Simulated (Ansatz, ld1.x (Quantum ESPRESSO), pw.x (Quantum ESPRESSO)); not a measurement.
## pw.x on bcc Al: one setting changed

Potential: norm-conserving Troullier–Martins (Kleinman–Bylander form), ld1.x (Quantum ESPRESSO) 7.5, PBE; core [Ne], reference 3s2 3p1; waves: 3s (bound): rc 1.85 bohr; 3p (bound): rc 2.20 bohr; local part: all-electron potential smoothed inside 1.60 bohr (lloc = -1); core correction: a·sin(br)/r model core inside 1.32 bohr.

The reference run (k-mesh 14³, cutoffs 50/200 Ry, Fermi–Dirac 0.01 Ry, mixing_beta 0.4, conv_thr 1e-9, no spin) gives 0.96 GPa at 16.945 Å³/atom, where all-electron LAPW gives 0.07 GPa. This run, with its own iteration cap, changes k-mesh points per axis to 2.

```
&control
  calculation='scf', prefix='x', pseudo_dir='./', outdir='./tmp', tstress=.true., disk_io='none'
/
&system
  ibrav=0, nat=1, ntyp=1, ecutwfc=50, ecutrho=200, nbnd=8,
  occupations='smearing', smearing='fd', degauss=0.01
/
&electrons
  conv_thr=1e-09, mixing_beta=0.4, electron_maxstep=60
/
ATOMIC_SPECIES
Al 1.0 Al.UPF
CELL_PARAMETERS angstrom
  -1.61805716 1.61805716 1.61805716
  1.61805716 -1.61805716 1.61805716
  1.61805716 1.61805716 -1.61805716
ATOMIC_POSITIONS crystal
Al 0.0000 0.0000 0.0000
K_POINTS automatic
2 2 2 0 0 0
```

```bash
pw.x < Al.scf.in > Al.scf.out
```

Question: How does the run end?

Answer: It converges in 6 iterations; the free energy moves by -962.3 meV/atom and the pressure by -5.43 GPa.

```
Message from routine setup:
     using ibrav=0 with symmetry is DISCOURAGED, use correct ibrav instead
     lattice parameter (alat)  =       5.2961  a.u.
     unit-cell volume          =     114.3505 (a.u.)^3
     number of electrons       =         3.00
     number of Kohn-Sham states=            8
     kinetic-energy cutoff     =      50.0000  Ry
     charge density cutoff     =     200.0000  Ry
     scf convergence threshold =      1.0E-09
     Exchange-correlation= PBE
     number of k points=     3  Fermi-Dirac smearing, width (Ry)=  0.0100
     iteration #  1     ecut=    50.00 Ry     beta= 0.40
     total energy              =      -5.44163419 Ry
     estimated scf accuracy    <       0.00633100 Ry
     iteration #  2     ecut=    50.00 Ry     beta= 0.40
     total energy              =      -5.44079620 Ry
     estimated scf accuracy    <       0.00202891 Ry
     iteration #  3     ecut=    50.00 Ry     beta= 0.40
     total energy              =      -5.44087207 Ry
     estimated scf accuracy    <       0.00000070 Ry
     iteration #  4     ecut=    50.00 Ry     beta= 0.40
     total energy              =      -5.44087467 Ry
     estimated scf accuracy    <       0.00000013 Ry
     iteration #  5     ecut=    50.00 Ry     beta= 0.40
     total energy              =      -5.44087467 Ry
     estimated scf accuracy    <       0.00000002 Ry
     iteration #  6     ecut=    50.00 Ry     beta= 0.40
     the Fermi energy is     4.0842 ev
!    total energy              =      -5.44087467 Ry
     estimated scf accuracy    <          1.6E-10 Ry
     smearing contrib. (-TS)   =      -0.00723977 Ry
     The total energy is F=E-TS. E is the sum of the following terms:
     one-electron contribution =       2.82114787 Ry
     hartree contribution      =       0.00484650 Ry
     xc contribution           =      -2.90376324 Ry
     ewald contribution        =      -5.35586604 Ry
     convergence has been achieved in   6 iterations
          total   stress  (Ry/bohr**3)                   (kbar)     P=      -44.67
     Message from routine punch:
     Nothing written, as per user request (disk_io='none')
```

The run took about 1.2 s on one core of a shared host (AMD EPYC 9R14, 192 threads, 1480 GiB, load 96).
